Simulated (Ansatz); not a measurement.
Hf:

```
Hf
1.0
     3.19670    0.00000    0.00000
    -1.59835    2.76842    0.00000
     0.00000    0.00000    5.05780
Hf
2
Direct
  0.66667 0.33333 0.75000
  0.33333 0.66667 0.25000
```

* Program: Ansatz 0.2.0
* Task: relaxation of cell and atoms
* Functional: LDA
* Potentials or basis: Ansatz PAW
* Cutoff: 420 eV (not typed: the program's choice for these potentials)
* k mesh: 10 × 10 × 5
* Occupations: fermi-dirac, width 0.05 eV
* Spin: no spin polarisation

At the start: volume 22.38 Å³/atom.

Question: How do energy, volume and symmetry change on relaxing?

Answer: It ends after 6 steps and the volume is 20.79 Å³/atom (-7.1 %); space group P6_3/mmc (No. 194, to 0.05 Å).

The path:
```csv
step,energy change (eV),largest force (eV/Å),volume (Å³)
1,0.0000,0.0000,44.76
2,-0.0038,0.0000,38.80
3,-0.0817,0.0000,41.87
4,-0.0824,0.0000,41.61
5,-0.0824,0.0000,41.59
6,-0.0818,0.0000,41.59
```

Final structure:
```
CELL_PARAMETERS angstrom
3.11965 0.00000 0.00000
-1.55983 2.70170 0.00000
0.00000 0.00000 4.93410
ATOMIC_POSITIONS crystal
Hf 0.66667 0.33333 0.75000
Hf 0.33333 0.66667 0.25000
```

Caveat: the plane-wave basis is chosen anew once the cell has moved, so the energies of steps on either side of that aren't comparable; the PAW data sets come from PBE, with cores solved anew for the run's functional, which leaves a small shift of forces and pressure.
